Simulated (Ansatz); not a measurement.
**What a change of settings does: V (simple hexagonal type)**

First run: DFT, PBE, PAW with Ansatz's default frozen-core files, scalar-relativistic (Ansatz 0.2.0).

Command: `ansatz run input.yaml --threads 1 --pin off --max-ram 2048MiB --backend cpu --events-out ev --progress --plain --runs-dir out` It took 2.4 s on 1 thread of AMD EPYC 7R43 64-Core Processor (Zen 3) (shared host), peak memory 0.38 GiB.

```yaml
crystal:
  lattice:
    - [2.364284369, 0.0, 0.0]
    - [-1.1821421845, 2.0475303253, 0.0]
    - [0.0, 0.0, 2.1999185349]
  atoms:
    - { symbol: V, position: [0.0, 0.0, 0.0] }
kpoints:
  mp_grid: { grid: [17, 17, 15] }
scf:
  occupations: { method: fermi_dirac, width: 0.05 }
hamiltonian:
  xc: pbe
  pseudopotentials: { kind: paw }
output:
  forces: true
  stress: true
  eigenvalues: true
  populations: true
  write_density: true
  write_potential: true
  elf: true
  volumetric_format: npy
```

The cell comes from a relaxation on PAW files under the same functional, begun from a prototype that needn't be the stable phase.

This run: volume at 0.75 of the series' base cell.

It converges in 6 SCF iterations at a pressure of 76.7 GPa, cutoff 420 eV.

The input is then changed:

```diff
   volumetric_format: npy
+basis:
+  ecutwfc: "500 eV"
```

Task: Predict the outcome of the changed run.

Result: It converges in 6 SCF iterations at a pressure of 76.6 GPa, cutoff 500 eV, free energy -2.5 meV/atom against the first run's. More than one line changes, and not each need have an effect. Results part of its log:
```
SCF 1 converged in 6 iterations: F = -2911.259821 eV  dr2 = 2.61e-10
  greatest PAW one-centre occupation: 1.000 electrons in one spin orbital (limit 2), on the V atom at site 0 (counted from 0), in its partial waves of l = 0
SCF converged after 6 iterations
Free energy (F): -2911.259821 eV
Harris-Foulkes:  -2911.259821 eV  (|F-HF|=8.91e-11)
Internal energy: -2911.251373 eV  (E = F + TS)
E sigma→0 (E₀):  -2911.255597 eV
Entropy (-TS):   -0.008448 eV (-8.448 meV/atom)
Fermi energy:    22.058614 eV
--- Per-component energies (eV) ---
  E_band       = -78.557956
  E_kinetic    = 345.606874
  E_local      = -757.881963  (includes V_loc(G=0)·N_el)
  E_nonlocal   = -41.450656
  E_hartree    = 373.757440
  E_xc         = -132.697718
  E_vxc        = -168.492008  (∫ρ·V_xc dr)
  E_paw        = -1116.478007  (= ΣΔE_a)
  E_vpaw       = -203.855837  (= ΣTr[D̂ρ^β])
  E_aug_tail   = 0.000190  (compensation charges beyond the density's cutoff)
  E_ewald      = -1582.107532
  E_smearing   = -0.008448  (= −TS)
  E_closure    = 0.000000  (closes the sum)
  Σ components = -2911.259821   (vs F -2911.259821, Δ=0.00e0)
--- Forces (eV/Å), atoms counted from 1 ---
  atom   1  V      0.00000000    -0.00000000     0.00000000
  max |Σ_I F_I| component: 1.85e-32 eV/Å
--- Stress (GPa, compression-positive) ---
       76.594343       0.000000       0.000000
       -0.000000      76.594343       0.000000
        0.000000       0.000000      76.605744
  P = ⅓ Tr σ = 76.5981 GPa (765.981 kbar)
--- Band table (eV; the first three rows and the last of 264) ---
  k-point 0: bands = ["-42.1365", "-14.6836", "-14.6836", "-14.6033", "14.7709", "18.5320", "22.0829", "22.0829", "26.7205", "26.7205", "41.3378"]
  k-point 1: bands = ["-42.1160", "-14.7213", "-14.6736", "-14.6736", "14.9403", "18.7066", "22.1183", "22.1183", "26.5695", "26.5695", "41.4648"]
  k-point 2: bands = ["-42.0575", "-15.0492", "-14.6454", "-14.6454", "15.4147", "19.2138", "22.2192", "22.2192", "26.1570", "26.1570", "40.8358"]
  k-point 263: bands = ["-41.1395", "-16.5605", "-15.8795", "-15.6445", "18.1575", "19.0126", "22.3830", "23.3567", "27.6645", "36.1966", "37.7636"]
--- Löwdin populations: 1 site ---
  site symbol       q [e]
     0      V     12.8911
  spilling = 0.008373 (of n_electrons = 13.000000)
```
